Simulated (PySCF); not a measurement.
# CdSe: density of states with PBEsol

The system is CdSe.

```xyz
2
Lattice="0.0000 3.0703 3.0703 3.0703 0.0000 3.0703 3.0703 3.0703 0.0000" Properties=species:S:1:pos:R:3 pbc="T T T"
Cd    0.0000    0.0000    0.0000
Se    1.5351    1.5351    1.5351
```

Measurements of this composition are mostly on another form, of space group No. 186.

```json
{"Program": "PySCF 2.14.0", "Task": "density of states", "Functional": "PBEsol", "Potentials or basis": "DZVP-MOLOPT-SR/GTH-PBE (potentials made for PBE)", "k mesh": "8 × 8 × 8", "Occupations": "fermi-dirac, width 0.05 eV", "Spin": "no spin polarisation", "Symmetry": "yes", "Density cutoff": "78 Ha", "Exponents discarded below (exp_to_discard)": "0.02 1/bohr^2", "Potentials": "Cd GTH-PBE-q12, Se GTH-PBE-q6", "Gaussian width of the DOS": "0.15 eV", "conv_tol": "1e-07 Ha", "max_cycle": "60", "Coulomb method": "multigrid"}
```

| Quantity | Value |
| --- | --- |
| Band gap on the k mesh | 0.39 eV, direct |
| Mulliken charges | Cd +0.38; Se -0.38 e |

Levels at points of the mesh, in eV from the valence-band top:
```csv
k point,band 7,band 8,band 9,band 10,band 11,band 12
"(0.00, 0.00, 0.00)",0.00,0.00,0.00,0.39,5.86,5.86
"(0.50, 0.50, 0.00)",-4.05,-1.84,-1.84,3.00,3.70,9.09
"(0.50, 0.50, 0.50)",-4.36,-0.74,-0.74,2.27,6.38,6.38
```

States per cell in windows of 1 eV (zero at the valence-band top; states under -8 eV left out):
```tsv
from (eV)	total
-8.0	9.64
-7.0	0.24
-6.0	0.00
-5.0	0.64
-4.0	1.06
-3.0	1.07
-2.0	2.14
-1.0	1.07
0.0	0.02
1.0	0.07
2.0	0.52
3.0	1.18
4.0	0.84
5.0	1.34
6.0	1.99
7.0	1.15
```

Run time: 8.5 min on 4 threads of Intel(R) Xeon(R) Processor @ 2.50GHz (Skylake/Cascade Lake), on a shared host, peak memory 5.5 GiB.

Caveat: Mulliken charges move with the basis; the basis of atomic orbitals isn't converged, which shifts pressures, moduli and gaps.
